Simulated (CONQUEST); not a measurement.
# CoO (I4/mmm) in CONQUEST: further runs

Aim: see how the results for CoO move with the level of theory and the settings. Levels: PBE+D2, PBE. Tasks: relaxation of the atoms, single point.

Program: CONQUEST 1.3. These are calculated values, not measurements. Logs are shortened: lines on timing, memory, paths and dates and some standing lists are left out, and cuts for length are marked.

## (1) The crystal as given

It takes space group I4/mmm (No. 139, tetragonal). The conventional cell has a = 3.016 Å, b = 3.016 Å, c = 4.214 Å, α = 90.00°, β = 90.00°, γ = 90.00°. Around Co (site symmetry 4/mmm) lie 6 O at 2.11 to 2.13 Å. O (site symmetry 4/mmm) has 6 Co at 2.11 to 2.13 Å as nearest neighbours.

## (2) Relaxation of the atoms, PBE+D2, collinear spin, antiferromagnetic start

File Conquest_input:

```
IO.Title CoO
IO.Coordinates coords.dat
IO.FractionalAtomicCoords T
IO.Iprint 2
IO.Iprint_init 1
General.NumberOfSpecies 3
General.PseudopotentialType hamann
General.DFT_D2 T
AtomMove.TypeOfRun sqnm
AtomMove.FullStress T
Grid.GridCutoff 100
DM.SolutionMethod diagon
Diag.MPMesh T
Diag.GammaCentred T
Diag.MPMeshX 6
Diag.MPMeshY 6
Diag.MPMeshZ 4
Diag.kT 0.00183747
minE.SCTolerance 1e-6
SC.MaxIters 100
IO.AtomChargeOutput T
Spin.SpinPolarised T
Spin.FixSpin F
SC.LinearMixingFactor 0.3
SC.MaxPulay 8
AtomMove.NumSteps 30
AtomMove.WriteExtXYZ T
AtomMove.OutputFreq 1
AtomMove.WriteXSF F
AtomMove.MaxForceTol 5e-4
%block ChemicalSpeciesLabel
1 58.930 Co_1
2 58.930 Co_2
3 16.000 O
%endblock
%block Co_1
Atom.SpinNeUp 9.5000
Atom.SpinNeDn 7.5000
%endblock
%block Co_2
Atom.SpinNeUp 7.5000
Atom.SpinNeDn 9.5000
%endblock
%block O
Atom.SpinNeUp 3.0000
Atom.SpinNeDn 3.0000
%endblock
```

File coords.dat:

```
    5.6994139919     0.0000000000     0.0000000000
    0.0000000000     5.6994139919     0.0000000000
    0.0000000000     0.0000000000     7.9642414453
4
  0.0000000000   0.0000000000   0.0000000000 1 T T T
  0.5000000000   0.5000000000   0.5000000000 2 T T T
  0.0000000000   0.0000000000   0.5000000000 3 T T T
  0.5000000000   0.5000000000   0.0000000000 3 T T T
```

Potentials or basis: PseudoDojo NC PBE, SZ, grid cutoff 100 Ha.

Launch:

```bash
Conquest
```

Standard output:

```text
Simulation cell dimensions:     5.6994 a0 x     5.6994 a0 x     7.9642 a0

      Atomic coordinates (a0)
         Atom         X         Y         Z  Species
            1    0.0000    0.0000    0.0000        1
            2    2.8497    2.8497    3.9821        2
            3    0.0000    0.0000    3.9821        3
            4    2.8497    2.8497    0.0000        3

         Monkhorst-Pack mesh:   6 x   6 x   4 gamma-centred
        This calculation includes non-local pseudopotentials,
         with a maximum core radius of      6.78385676

    Job title: CoO
    Job to be run: SQNM atomic relaxation

    Ground state search:
      Support functions represented with PAO basis
      1:1 PAO to SF mapping
      Spin-polarised electrons; population difference free
      Solving for the K matrix using diagonalisation
      Using Fermi-Dirac smearing

    Integration grid size:     32 x   32 x   36

    Integration grid spacing:  0.178 a0 x 0.178 a0 x 0.221 a0

    Number of species:  3
    --------------------------------------------------------
    |   #  mass (au)  Charge (e)  SF Rad (a0)  NSF  Label  |
    --------------------------------------------------------
    |   1     58.930      17.000        7.079   10  Co_1   |
    |   2     58.930      17.000        7.079   10  Co_2   |
    |   3     16.000       6.000        5.309    4  O      |
    --------------------------------------------------------
          SCF tolerance:                 0.00000100
          SCF iterations:               100

    The functional used will be GGA PBE96

           radial cut-off to be used is taken to be max PAO cut-off radius for this species:    6.783857

           greatest ang. mom. for making density from PAOs:  2

           radial cut-off to be used is taken to be max PAO cut-off radius for this species:    6.783857

           greatest ang. mom. for making density from PAOs:  2

           radial cut-off to be used is taken to be max PAO cut-off radius for this species:    4.914330

           greatest ang. mom. for making density from PAOs:  1
    Minimum blocs/proc is      576. Maximum blocs/proc is      576
    set_atom_dens: In set_atomic_density, electrons (spin=1):      23.000000000000
    set_atom_dens: In set_atomic_density, electrons (spin=2):      23.000000000000
 matrix_size & matrix_size_padH =           28          28

    Screened ion int: energy:    -269.101710491599 Ha

    sqnm: starting SQNM atomic relaxation
    sqnm: Tolerance:   0.0005 Ha/a0 Maximum steps:   30
      PulayMixSC: Starting Pulay mixing, A_up =  0.300 A_dn =  0.300
      PulayMixSC: Spin populations are to be relaxed.
          Harris-Foulkes Energy            :      -338.972298024539612 Ha
          Free Energy (E-TS)               :      -338.975755584027240 Ha
      PulayMixSC: Pulay iteration     1 residual:              0.10353E-01
          Harris-Foulkes Energy            :      -338.892745797650889 Ha
          Free Energy (E-TS)               :      -338.895078579462393 Ha
      PulayMixSC: Pulay iteration     2 residual:              0.83510E-02
          Harris-Foulkes Energy            :      -338.865108084962856 Ha
          Free Energy (E-TS)               :      -338.867696749484139 Ha
      PulayMixSC: Pulay iteration     3 residual:              0.55045E-02
          Harris-Foulkes Energy            :      -338.845604449339305 Ha
          Free Energy (E-TS)               :      -338.847867047569309 Ha
      PulayMixSC: Pulay iteration     4 residual:              0.83149E-03
          Harris-Foulkes Energy            :      -338.844399891238652 Ha
          Free Energy (E-TS)               :      -338.846752718773132 Ha
      PulayMixSC: Pulay iteration     5 residual:              0.76321E-03
          Harris-Foulkes Energy            :      -338.844506358063256 Ha
          Free Energy (E-TS)               :      -338.846840926535606 Ha
      PulayMixSC: Pulay iteration     6 residual:              0.51481E-03
          Harris-Foulkes Energy            :      -338.844566234694355 Ha
          Free Energy (E-TS)               :      -338.846874186678860 Ha
      PulayMixSC: Pulay iteration     7 residual:              0.21867E-03
          Harris-Foulkes Energy            :      -338.844583868411007 Ha
          Free Energy (E-TS)               :      -338.846910761938659 Ha
      PulayMixSC: Pulay iteration     8 residual:              0.19833E-03
          Harris-Foulkes Energy            :      -338.844622677169752 Ha
          Free Energy (E-TS)               :      -338.846934309059861 Ha
      PulayMixSC: Pulay iteration     9 residual:              0.51865E-03
          Harris-Foulkes Energy            :      -338.844585597374760 Ha
          Free Energy (E-TS)               :      -338.846898862339401 Ha
      PulayMixSC: Pulay iteration    10 residual:              0.45526E-04
          Harris-Foulkes Energy            :      -338.844584922260992 Ha
          Free Energy (E-TS)               :      -338.846899509432433 Ha
      PulayMixSC: Pulay iteration    11 residual:              0.18732E-04
          Harris-Foulkes Energy            :      -338.844588354861571 Ha
          Free Energy (E-TS)               :      -338.846899835057002 Ha
      PulayMixSC: Pulay iteration    12 residual:              0.62435E-05
          Harris-Foulkes Energy            :      -338.844588636086655 Ha
          Free Energy (E-TS)               :      -338.846899887825828 Ha
      PulayMixSC: Pulay iteration    13 residual:              0.24649E-05
          Harris-Foulkes Energy            :      -338.844589321721799 Ha
          Free Energy (E-TS)               :      -338.846899930931897 Ha
      PulayMixSC: Pulay iteration    14 residual:              0.20628E-05
          Harris-Foulkes Energy            :      -338.844589349094576 Ha
          Free Energy (E-TS)               :      -338.846899882477828 Ha
      PulayMixSC: Pulay iteration    15 residual:              0.61385E-06
      PulayMixSC: Reached SCF tolerance of  0.61385E-06 after     15 iterations
      | Number of electrons (u/d)=        22.999988       22.999988
      | GS Energy as E-(1/2)TS   =      -338.845744615786202 Ha
      | Free Energy as E-TS      =      -338.846899882477828 Ha
      |* Harris-Foulkes energy   =      -338.844589349094576 Ha
      |* DFT total energy        =      -338.844589348457191 Ha

      force: Forces on atoms (Ha/a0)
      force:  Atom   X              Y              Z
      force:     1   0.0000000000   0.0000000000   0.0000000000
      force:     2  -0.0000000000   0.0000000000  -0.0000000000
      force:     3  -0.0000000000   0.0000000000   0.0000000000
      force:     4  -0.0000000000   0.0000000000  -0.0000000000

      force: Maximum force :        0.00000000(Ha/a0) on atom         1 in z direction
      force: Force Residual:        0.00000000 Ha/a0
      force: Total stress:         -5.38489126     0.00000000     0.00000000 GPa
                             0.00000000    -5.38489126     0.00000000
                             0.00000000     0.00000000    -8.23999340
      force: Average pressure:      6.33659198 GPa

      get_E_and_F: Change in energy during last step of electronic optimisation: -0.27373E-07

    GeomOpt - Iter:    0 MaxF:   0.00000000 Ha/a0 E:    -338.84458935 Ha dE:     0.00000000 Ha

    maximum force below threshold:      0.00000 Ha/a0

    BIBLIOGRAPHY: Please consider citing the following references in the conquest.bib file

    CONQUEST:         Bowler2002pt, Miyazaki2004, Nakata2020
    Basis:            Bowler2019
    DM:               Bowler:2006xr
    Pseudopotentials: Hamann2013, Bowler2019
    XC functional:    Perdew1996
```

coord_next.dat (final structure, written by the run):

```text
      5.69941399190000020      0.00000000000000000      0.00000000000000000
      0.00000000000000000      5.69941399190000020      0.00000000000000000
      0.00000000000000000      0.00000000000000000      7.96424144529999989
       4
      0.00000000000000000      0.00000000000000000      0.00000000000000000     1  T  T  T
      0.50000000000000000      0.50000000000000000      0.50000000000000000     2  T  T  T
      0.00000000000000000      0.00000000000000000      0.50000000000000000     3  T  T  T
      0.50000000000000000      0.50000000000000000      0.00000000000000000     3  T  T  T
```

It took 81 s on 1 thread of Intel Xeon Platinum 8175M at 2.50GHz (Skylake/Cascade Lake), shared host; peak memory 0.28 GiB.

Results:

```
Free energy             : -9220.4939 eV
Pressure after relaxing : 6.3 GPa
Band gap on the k mesh  : none (metal or under the smearing width)
Net moment              : 0.00 μB per cell
Site moments            : Co +1.92, -1.92; O -0.08, +0.08 μB
Mulliken charges        : Co +0.81; O -0.81 e
```

Stress tensor (GPa, compression positive):
```
5.38 0.00 0.00
0.00 5.38 0.00
0.00 0.00 8.24
```

Final structure:
```xyz
4
Lattice="3.0160 0.0000 0.0000 0.0000 3.0160 0.0000 0.0000 0.0000 4.2145" Properties=species:S:1:pos:R:3 pbc="T T T"
Co    0.0000    0.0000    0.0000
Co    1.5080    1.5080    2.1072
O     0.0000    0.0000    2.1072
O     1.5080    1.5080    0.0000
```

Caveat: the k mesh is coarse (spacing up to 0.37 Å⁻¹), so the values aren't converged; the atomic basis is small; Mulliken charges move with the basis; the relaxation stopped at its first step, so nothing moved; moments can come out somewhat high in this basis; the energies along the path lack the entropy term of the smearing; the basis of atomic orbitals isn't converged, which shifts pressures, moduli and gaps; semilocal functionals often make such compounds metallic where correlation or magnetic order opens a gap, which also shifts bond lengths; pairwise dispersion overbinds metals, which lowers pressure and volume. With open d or f shells a metallic result of PBE can be an artefact of self-interaction; +U or a hybrid may open a gap.

(Part 1 of 2 ends here.)
